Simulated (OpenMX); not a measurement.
Se under changes of volume

One of the cells (27.261 Å³/atom); the others are scaled copies at fixed shape and fractional positions:

```xyz
3
Lattice="4.3662 0.0000 0.0000 -2.1831 3.7812 0.0000 0.0000 0.0000 4.9536" Properties=species:S:1:pos:R:3 pbc="T T T"
Se    1.6910    2.9289    0.0000
Se   -0.4921    0.8523    3.3024
Se    0.9841    0.0000    1.6512
```

```yaml
Program: OpenMX 3.8.5
Functional: LDA
Potentials_or_basis: OpenMX 2013 LDA set, Se7.0-s3p2d2, fixed grid of 40 × 40 × 50 points
k_mesh: 7 × 7 × 7
Occupations: fermi-dirac, width 0.05 eV
Spin: no spin polarisation
```

```csv
volume (Å³/atom),energy over the lowest point (meV/atom),gap on the mesh (eV),largest force (eV/Å)
25.625,16.80,1.03,1.734
26.170,6.65,1.05,1.472
26.716,1.22,1.06,1.228
27.261,0.00,1.08,0.995
27.806,2.49,1.09,0.776
28.351,8.29,1.10,0.568
28.896,?,?,?
```

Problem. What does the run at 28.896 Å³/atom give?

Solution. Energy over the lowest point 17.05 meV/atom; gap on the mesh 1.11 eV; largest force 0.372 eV/Å.

Worked out: A Birch-Murnaghan fit of order 3 (a polynomial in V^(-2/3)) to the other rows has its minimum at 27.16 Å³/atom with B0 = V·E''(V) = 56 GPa and B' = 4.9 at fixed shape and positions, which overstates the stiffness. It gives 17.01 meV/atom at 28.896 Å³/atom, against the run's 17.05. A straight line through the other rows of the gap, of slope 0.693 eV per unit of ln V, extrapolates to 1.12 eV, against the run's 1.11.

Energies are extrapolated to zero smearing.

Caveats: an odd mesh through Γ misses points on the zone boundary, where band edges often lie; the basis of atomic orbitals isn't converged, which shifts pressures, moduli and gaps; forces of over 1 eV/Å show positions far from the minimum, so gaps and moduli don't describe the material at rest (some runs). Spin-orbit coupling on Se is left out.
